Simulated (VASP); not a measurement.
Set up this calculation in VASP 6.6.1, as the native input.

- Task: density of states
- Functional: PBE
- Potentials or basis: VASP PAW PBE potentials, release 64 (W_sv)
- Cutoff: 520 eV
- k mesh: 18 × 18 × 18
- Occupations: gaussian, width 0.05 eV
- Spin: no spin polarisation
- Dipole correction: no
- k mesh for the DOS: 27 × 27 × 27
- Occupations for the DOS: tetrahedron
- Further INCAR settings: ALGO = Fast; EDIFF = 1e-07

Crystal: W.

```
W
1.0
     0.00000    2.01857    2.01857
     2.01857    0.00000    2.01857
     2.01857    2.01857    0.00000
W
1
Direct
  0.00000 0.00000 0.00000
```

The cell was built by a generator and needn't be a form met in nature.

The input as run:

POSCAR

```
W
1.0
    0.0000000000      2.0185702277      2.0185702277
    2.0185702277      0.0000000000      2.0185702277
    2.0185702277      2.0185702277      0.0000000000
W
1
Direct
    0.0000000000      0.0000000000      0.0000000000
```

INCAR.step1

```
SYSTEM = W
PREC     = Accurate       ! precision mode
ENCUT    = 520            ! plane-wave cutoff, eV
EDIFF    = 1E-7           ! SCF threshold, eV
ISMEAR   = 0              ! smearing method
SIGMA    = 0.05           ! smearing width, eV
LREAL    = .FALSE.        ! projectors in reciprocal space
LASPH    = .TRUE.         ! aspherical terms in the spheres
NELM     = 100            ! most SCF steps
ALGO     = Fast           ! electronic algorithm
ISIF     = 2              ! what is computed and relaxed
LWAVE    = .FALSE.        ! write WAVECAR
LCHARG   = .TRUE.         ! write CHGCAR
LMAXMIX  = 4              ! l up to which the mixer works
GGA      = PE             ! functional
NBANDS   = 13             ! bands
```

KPOINTS.step1

```
Automatic mesh
0
G
  18 18 18
  0 0 0
```

INCAR.step2

```
SYSTEM = W
PREC     = Accurate       ! precision mode
ENCUT    = 520            ! plane-wave cutoff, eV
EDIFF    = 1E-7           ! SCF threshold, eV
ISMEAR   = -5             ! smearing method
SIGMA    = 0.05           ! smearing width, eV
LREAL    = .FALSE.        ! projectors in reciprocal space
LASPH    = .TRUE.         ! aspherical terms in the spheres
NELM     = 100            ! most SCF steps
ALGO     = Fast           ! electronic algorithm
ISIF     = 2              ! what is computed and relaxed
LWAVE    = .FALSE.        ! write WAVECAR
LCHARG   = .FALSE.        ! write CHGCAR
LMAXMIX  = 4              ! l up to which the mixer works
GGA      = PE             ! functional
LORBIT   = 10             ! projections on sites
NEDOS    = 2001           ! points of the DOS
ICHARG   = 11             ! starting density
```

KPOINTS.step2

```
Automatic mesh
0
G
  27 27 27
  0 0 0
```

Potentials or basis: VASP PAW PBE potentials, release 64 (W_sv).

Launch:

```sh
$ cat potpaw_PBE.64/W_sv/POTCAR > POTCAR
$ cp INCAR.step1 INCAR
$ cp KPOINTS.step1 KPOINTS
$ mpirun -np 1 vasp_std > vasp.out
$ cp INCAR.step2 INCAR
$ cp KPOINTS.step2 KPOINTS
$ mpirun -np 1 vasp_std > vasp.out
```

Results of the run:

```
Valence electrons inside the program's atomic spheres : W 12.03
```

Wall time 77 s on 1 thread of Intel(R) Xeon(R) Platinum 8375C CPU @ 2.90GHz (Ice Lake), with other jobs on the host, peak memory 0.22 GiB.
